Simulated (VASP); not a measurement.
# BeS (rocksalt): a PBE dielectric-response calculation in VASP

INCAR

```
IBRION = -1
LWAVE = .FALSE.
NBANDS = 11
NELM = 120
LREAL = .FALSE.
ENCUT = 520
SIGMA = 0.01
ISMEAR = 0
EDIFF = 1E-8
PREC = Accurate
LCHARG = .FALSE.
ISIF = 2
LEPSILON = .TRUE.
GGA = PE
NSW = 0
LASPH = .TRUE.
```

KPOINTS

```
KPOINTS created by Atomic Simulation Environment
0
Gamma
12 12 12
0 0 0
```

POSCAR

```
Be S
 1.0000000000000000
     0.0000000000000000    2.3172972018655114    2.3172972018655114
     2.3172972018655114   -0.0000000000000000    2.3172972018655114
     2.3172972018655114    2.3172972018655114   -0.0000000000000000
 Be  S
   1   1
Cartesian
  0.0000000000000000  0.0000000000000000  0.0000000000000000
  2.3172972018655109  2.3172972018655109  2.3172972018655109
```

VASP ran with the recommended PBE PAW datasets (8 valence electrons in the cell).

OSZICAR

```
N       E                     dE             d eps       ncg     rms          rms(c)
DAV:   1     0.184175837543E+02    0.18418E+02   -0.39849E+03  1616   0.635E+02
DAV:   2    -0.794530092086E+01   -0.26363E+02   -0.24749E+02  2100   0.110E+02
DAV:   3    -0.896498409537E+01   -0.10197E+01   -0.10171E+01  2026   0.214E+01
DAV:   4    -0.897040898566E+01   -0.54249E-02   -0.54238E-02  2016   0.183E+00
DAV:   5    -0.897044191662E+01   -0.32931E-04   -0.32930E-04  2032   0.131E-01    0.638E+00
DAV:   6    -0.889515914957E+01    0.75283E-01   -0.18476E-01  1827   0.178E+00    0.427E+00
DAV:   7    -0.889430935577E+01    0.84979E-03   -0.64241E-02  2064   0.122E+00    0.163E+00
DAV:   8    -0.889485525529E+01   -0.54590E-03   -0.60852E-03  1832   0.373E-01    0.299E-01
DAV:   9    -0.889483838546E+01    0.16870E-04   -0.15813E-04  1866   0.803E-02    0.574E-02
DAV:  10    -0.889485153904E+01   -0.13154E-04   -0.21252E-05  1888   0.266E-02    0.729E-03
DAV:  11    -0.889485224121E+01   -0.70217E-06   -0.45243E-06  1907   0.112E-02    0.359E-03
DAV:  12    -0.889485220461E+01    0.36597E-07   -0.15688E-07  2109   0.264E-03    0.403E-04
DAV:  13    -0.889485217509E+01    0.29524E-07   -0.42830E-09  1470   0.401E-04    0.298E-04
...
  Direction:   3
       N       E                     dE             d eps       ncg     rms          rms(c)
RMM:   1    -0.592346039364E+00   -0.59235E+00   -0.28605E+00  8324   0.270E+00
RMM:   2    -0.607663359400E+00   -0.15317E-01   -0.10399E-02  5790   0.528E-01    0.151E+00
RMM:   3    -0.567252282425E+00    0.40411E-01   -0.28806E-02  5718   0.799E-01    0.800E-01
RMM:   4    -0.581452149603E+00   -0.14200E-01   -0.14352E-02  5846   0.571E-01    0.265E-01
RMM:   5    -0.594704174718E+00   -0.13252E-01   -0.45713E-04  5796   0.147E-01    0.672E-02
RMM:   6    -0.594499903995E+00    0.20427E-03   -0.71943E-06  6091   0.151E-02    0.459E-02
RMM:   7    -0.595288145815E+00   -0.78824E-03   -0.52800E-06  5878   0.162E-02    0.101E-03
RMM:   8    -0.595296498777E+00   -0.83530E-05   -0.26549E-07  6294   0.194E-03    0.162E-03
RMM:   9    -0.595315126048E+00   -0.18627E-04   -0.26914E-08  6078   0.972E-04    0.187E-04
RMM:  10    -0.595310343369E+00    0.47827E-05   -0.46910E-09  6197   0.234E-04    0.147E-05
RMM:  11    -0.595310217383E+00    0.12599E-06   -0.50893E-09  4315   0.737E-05    0.117E-05
RMM:  12    -0.595310204066E+00    0.13317E-07   -0.44023E-09  2766   0.564E-05    0.663E-06
```

From OUTCAR

```
k-points           NKPTS =     72   k-points in BZ     NKDIM =     72   number of bands    NBANDS=     11

   NELECT =       8.0000    total number of electrons

   dimension x,y,z NGX =    24 NGY =   24 NGZ =   24
   dimension x,y,z NGXF=    48 NGYF=   48 NGZF=   48

  energy-cutoff  :      520.00
  volume of cell :       24.89
      direct lattice vectors                 reciprocal lattice vectors
     0.000000000  2.317297202  2.317297202    -0.215768612  0.215768612  0.215768612
     2.317297202  0.000000000  2.317297202     0.215768612 -0.215768612  0.215768612
     2.317297202  2.317297202  0.000000000     0.215768612  0.215768612 -0.215768612

 k-points in reciprocal lattice and weights: KPOINTS created by Atomic Simulation Env
   0.00000000  0.00000000  0.00000000       0.001
   0.08333333  0.00000000  0.00000000       0.005
   0.16666667  0.00000000  0.00000000       0.005
   0.25000000  0.00000000  0.00000000       0.005
   0.33333333  0.00000000  0.00000000       0.005
   0.41666667  0.00000000  0.00000000       0.005
   0.50000000  0.00000000  0.00000000       0.002
   0.08333333  0.08333333  0.00000000       0.003
   ...

 E-fermi :   6.6886

 k-point     1 :       0.0000    0.0000    0.0000
  band No.  band energies     occupation
      1      -8.4944      2.00000
      2       6.2939      2.00000
      3       6.2939      2.00000
      4       6.2939      2.00000
      5      11.8779      0.00000
      6      15.4265      0.00000
      7      15.4265      0.00000
      8      15.4265      0.00000
      9      16.1785      0.00000
     10      16.1785      0.00000
     11      16.1785      0.00000

 k-point     2 :       0.0833    0.0000    0.0000
  band No.  band energies     occupation
      1      -8.3916      2.00000
      2       5.6284      2.00000
      3       6.2636      2.00000
      4       6.2636      2.00000
      5      12.2005      0.00000
      6      15.0245      0.00000
      7      15.0245      0.00000
      8      15.0370      0.00000
      9      15.8736      0.00000
     10      15.8736      0.00000
     11      16.5484      0.00000

 k-point     3 :       0.1667    0.0000    0.0000
  band No.  band energies     occupation
      1      -8.0906      2.00000
      2       4.1594      2.00000
      3       6.1932      2.00000
      4       6.1932      2.00000
      5      12.2591      0.00000
      6      13.6268      0.00000
      7      13.6268      0.00000
      8      15.2924      0.00000
      9      16.6017      0.00000
     10      16.6017      0.00000
     11      16.9379      0.00000

 k-point     4 :       0.2500    0.0000    0.0000
  band No.  band energies     occupation
      1      -7.6170      2.00000
      2       2.5038      2.00000
      3       6.1243      2.00000
      4       6.1243      2.00000
      5      11.7316      0.00000
      6      12.3596      0.00000
      7      12.3596      0.00000
      8      16.1932      0.00000
      9      17.5535      0.00000
     10      17.8196      0.00000
     11      17.8196      0.00000

 k-point     5 :       0.3333    0.0000    0.0000
  band No.  band energies     occupation
      1      -7.0335      2.00000
      2       0.9783      2.00000
      3       6.0871      2.00000
      4       6.0871      2.00000
      5      11.1956      0.00000
      6      11.3790      0.00000
      7      11.3790      0.00000
      8      16.6176      0.00000
      9      18.9484      0.00000
     10      19.3849      0.00000
     11      19.3849      0.00000

 k-point     6 :       0.4167    0.0000    0.0000
  band No.  band energies     occupation
      1      -6.4845      2.00000
      2      -0.1661      2.00000
      3       6.0816      2.00000
      4       6.0816      2.00000
      5      10.7526      0.00000
      6      10.7526      0.00000
      7      10.8447      0.00000
      8      16.7448      0.00000
      9      20.7491      0.00000
     10      21.0935      0.00000
     11      21.0935      0.00000

 k-point     7 :       0.5000    0.0000    0.0000
  band No.  band energies     occupation
      1      -6.2393      2.00000
      2      -0.6141      2.00000
      3       6.0848      2.00000
      4       6.0848      2.00000
      5      10.5356      0.00000
      6      10.5356      0.00000
      7      10.7247      0.00000
      8      16.7770      0.00000
      9      22.1083      0.00000
     10      22.1083      0.00000
     11      22.3768      0.00000

 k-point     8 :       0.0833    0.0833    0.0000
  band No.  band energies     occupation
      1      -8.3571      2.00000
      2       5.8640      2.00000
      3       6.0086      2.00000
      4       6.0086      2.00000
      5      12.4300      0.00000
      6      14.1111      0.00000
      7      14.7970      0.00000
      8      15.4462      0.00000
      9      15.4462      0.00000
     10      16.9213      0.00000
     11      16.9213      0.00000

 k-point     9 :       0.1667    0.0833    0.0000
  band No.  band energies     occupation
      1      -8.1212      2.00000
      2       4.6703      2.00000
      3       5.7561      2.00000
      4       6.0923      2.00000
      5      12.6505      0.00000
      6      12.9664      0.00000
      7      14.4715      0.00000
      8      14.9427      0.00000
      9      15.8445      0.00000
     10      17.3784      0.00000
     11      17.5987      0.00000

 k-point    10 :       0.2500    0.0833    0.0000
  band No.  band energies     occupation
      1      -7.7025      2.00000
      2       3.0786      2.00000
      3       5.5736      2.00000
      4       6.0688      2.00000
      5      11.6219      0.00000
      6      12.5017      0.00000
      7      13.7570      0.00000
      8      15.2056      0.00000
      9      16.5052      0.00000
     10      18.4573      0.00000
     11      18.4697      0.00000

 k-point    11 :       0.3333    0.0833    0.0000
  band No.  band energies     occupation
      1      -7.1482      2.00000
      2       1.5139      2.00000
      3       5.5059      2.00000
      4       5.9092      2.00000
      5      10.8319      0.00000
      6      11.9630      0.00000
      7      12.6163      0.00000
      8      16.4853      0.00000
      9      16.9745      0.00000
     10      19.8549      0.00000
     11      19.9539      0.00000

 k-point    12 :       0.4167    0.0833    0.0000
  band No.  band energies     occupation
      1      -6.5687      2.00000
      2       0.2316      2.00000
      3       5.5707      2.00000
      4       5.6647      2.00000
      5      10.4055      0.00000
      6      11.6039      0.00000
      7      11.6994      0.00000
      8      17.0224      0.00000
      9      18.2845      0.00000
     10      21.5442      0.00000
     11      21.5861      0.00000

 k-point    13 :       0.5000    0.0833    0.0000
  band No.  band energies     occupation
      1      -6.1929      2.00000
      2      -0.4737      2.00000
      3       5.4020      2.00000
      4       5.7558      2.00000
      5      10.3340      0.00000
      6      11.0694      0.00000
      7      11.4937      0.00000
      8      17.1006      0.00000
      9      20.0605      0.00000
     10      22.1972      0.00000
     11      22.8866      0.00000

 k-point    14 :      -0.4167    0.0833    0.0000
  band No.  band energies     occupation
      1      -6.2778      2.00000
      2      -0.3207      2.00000
      3       5.1916      2.00000
      4       6.0158      2.00000
      5      10.5638      0.00000
      6      10.7813      0.00000
      7      11.6636      0.00000
      8      17.0845      0.00000
      9      20.3154      0.00000
     10      20.9002      0.00000
     11      22.5281      0.00000

 k-point    15 :      -0.3333    0.0833    0.0000
  band No.  band energies     occupation
      1      -6.7557      2.00000
      2       0.6173      2.00000
      3       5.0881      2.00000
      4       6.2751      2.00000
      5      10.8950      0.00000
      6      11.0267      0.00000
      7      12.1295      0.00000
      8      16.9269      0.00000
      9      18.7220      0.00000
     10      19.1375      0.00000
     11      21.8923      0.00000

 k-point    16 :      -0.2500    0.0833    0.0000
  band No.  band energies     occupation
      1      -7.3452      2.00000
      2       2.0193      2.00000
      3       5.1222      2.00000
      4       6.4568      2.00000
      5      11.4479      0.00000
      6      11.6566      0.00000
      7      12.8723      0.00000
      8      16.2584      0.00000
      9      17.5868      0.00000
     10      17.6135      0.00000
     11      20.1862      0.00000

 ...

 MACROSCOPIC STATIC DIELECTRIC TENSOR (including local field effects in DFT)
 ------------------------------------------------------
           9.016978     0.000000     0.000000
           0.000000     9.016978    -0.000000
          -0.000000     0.000000     9.016978

 BORN EFFECTIVE CHARGES (including local field effects) (in |e|, cummulative output)
 ---------------------------------------------------------------------------------
 ion    1
    1     2.89137     0.00000    -0.00000
    2     0.00000     2.89137     0.00000
    3    -0.00000    -0.00000     2.89137
 ion    2
    1    -2.89137    -0.00000     0.00000
    2    -0.00000    -2.89137    -0.00000
    3     0.00000     0.00000    -2.89137

  Total       -0.0695310     -0.0695310     -0.0695310      0.0000000     -0.0000000      0.0000000
  in kB       -4.4762468     -4.4762468     -4.4762468      0.0000000     -0.0000000      0.0000000
  external PRESSURE =      -4.4762468 kB  Pullay stress =       0.0000000 kB

 POSITION                                       TOTAL-FORCE (eV/Angst)
 -----------------------------------------------------------------------------------
      0.00000      0.00000      0.00000        -0.000000      0.000000     -0.000000
      2.31730      2.31730      2.31730         0.000000     -0.000000      0.000000
 -----------------------------------------------------------------------------------
    total drift:                               -0.000000     -0.000000      0.000000

  FREE ENERGIE OF THE ION-ELECTRON SYSTEM (eV)
  ---------------------------------------------------
  free  energy   TOTEN  =        -8.8948521719 eV

  energy  without entropy=       -8.8948521719  energy(sigma->0) =       -8.89485217
```

```yaml
with_local_fields_xx_yy_zz: 9.02, 9.02, 9.02
mean_born_charge_by_atom_in_the_order_of_the_cell: 2.89, -2.89 e
```
